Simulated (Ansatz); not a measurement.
CoSi₂: strain energy, fitted

CoSi₂, Fm-3m, a = 5.313 Å. Ansatz: PBEsol, PAW, 420 eV, Γ-centred 10×10×8 mesh on 6 atoms, Gaussian smearing 0.10 eV; no spin polarisation. Series: biaxial strain in the a-b plane, c and atoms relaxed; x is the strain in per cent. The axes a, b, c are those of the computed cell (3.757, 3.757, 5.313 Å), along [1 1 0], [-1 1 0], [0 0 1] of the cell named above. y is the free energy over the unstrained cell, V0 = 12.494 Å³/atom.

```tsv
x (%)	y (meV/atom)
-4.5	?
-3.0	16.36
-1.5	3.81
0.0	0.00
1.5	4.56
3.0	16.95
4.5	37.24
```

**Question.** Fit y = c2 x² + c3 x³ to the other rows, turn c2 into a modulus, and predict the missing energy.

**Answer.** Least squares on the rows shown. y = 1.8330 x² + 0.0030135 x³. In eV per unit strain² c2 is 18.33; M is the biaxial modulus (E = M V0 ε²): 18.33 × 160.2 / (12.494) = 235 GPa. The unstrained cell keeps some stress along the strain, worth a slope of 0.21 meV/atom per %, which the form leaves out. At x = -4.5 the fit asked for gives 36.84 meV/atom. The run gave 37.53 meV/atom, so the fit is 0.69 meV/atom too low, 1.8 % of the span of the series, against an rms of 0.30 meV/atom on the fitted rows. The row lies outside the fitted range. With a term in x⁴ added, a fit to the same known rows predicts 35.06 meV/atom, further off still.